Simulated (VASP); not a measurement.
# MgO: transport in the constant relaxation-time approximation, 7 variants

MgO, Fm-3m (no. 225), 2 atoms in the cell.

| Functional | Variation | Electron mobility at 300 K (cm^2/(V s)) | Hole mobility at 300 K (cm^2/(V s)) | Electron density for that mobility (10^18 cm^-3) | Hole density for that mobility (10^18 cm^-3) | Seebeck coefficient under electron doping at 300 K (uV/K) | Time (s) |
|---|---|---|---|---|---|---|---|
| PBE | as recommended | 62 | 8 | 1.00 | 1.00 | -342 | 149 |
| PBEsol | as recommended | 63 | 8 | 1.00 | 1.00 | -340 | 134 |
| LDA | as recommended | 62 | 8 | 1.00 | 1.00 | -343 | 125 |
| r2SCAN | as recommended | 60 | 8 | 1.00 | 1.00 | -347 | 262 |
| PBE | range of temperatures, another relaxation time | 125 | 16 | 1.00 | 1.00 | -342 | 85 |
| PBE | linear energy grid | 62 | 8 | 1.00 | 1.00 | -342 | 73 |
| PBE | carriers typed another way | 50 | 8 | 54.22 | 54.22 | -70 | 64 |

Limits: Conductivity, mobility and heat conductivity scale with the typed relaxation time, here the same at all temperatures, so the change of scattering with temperature is missing; the values aren't converged in the dense mesh: a finer one can change them by tens of percent; row 6: on the linear energy grid this version miscounts the few carriers of a semiconductor, so its mobilities here are the conductivity over the typed density.

## Input of the first row

INCAR:
```
SYSTEM = MgO
PREC = Accurate
ENCUT = 520
EDIFF = 1E-8
LREAL = .False.
LASPH = .True.
LWAVE = .False.
LCHARG = .False.
ALGO = Normal
NELM = 100
ISMEAR = 0
SIGMA = 0.01
EFERMI = MIDGAP
GGA = PE
ELPH_MODE = TRANSPORT
ELPH_SCATTERING_APPROX = CRTA
TRANSPORT_RELAXATION_TIME = 1E-14
ELPH_ISMEAR = -24
ELPH_SELFEN_TEMPS = 300 500 700 900
ELPH_SELFEN_CARRIER_DEN = -1e19 -1e18 -1e16 1e16 1e18 1e19
TRANSPORT_NEDOS = 2001
ELPH_FERMI_NEDOS = 2001
KPAR = 4
```

KPOINTS:
```
k-points
0
Gamma
  8 8 8
```

KPOINTS_ELPH:
```
Automatic mesh
0
Gamma
  44 44 44
  0 0 0
```

POSCAR:
```
MgO
1.0
    0.0000000000      2.0970013927      2.0970013927
    2.0970013927      0.0000000000      2.0970013927
    2.0970013927      2.0970013927      0.0000000000
Mg O
1 1
Direct
    0.0000000000      0.0000000000      0.0000000000
    0.5000000000      0.5000000000      0.5000000000
```

Commands:
```
cat potpaw_PBE.64/Mg/POTCAR potpaw_PBE.64/O/POTCAR > POTCAR
mpirun -np 4 vasp_std > vasp.out
```

Changes of the last row against the first:
```
- ELPH_SELFEN_CARRIER_DEN = -1e19 -1e18 -1e16 1e16 1e18 1e19
+ ELPH_SELFEN_CARRIER_PER_CELL = -0.05 -0.01 -0.001 0.001 0.01 0.05
```

VASP 6.6.1 took 149 s on 4 cores (AMD EPYC 7R43 (Zen 3)), a shared host.
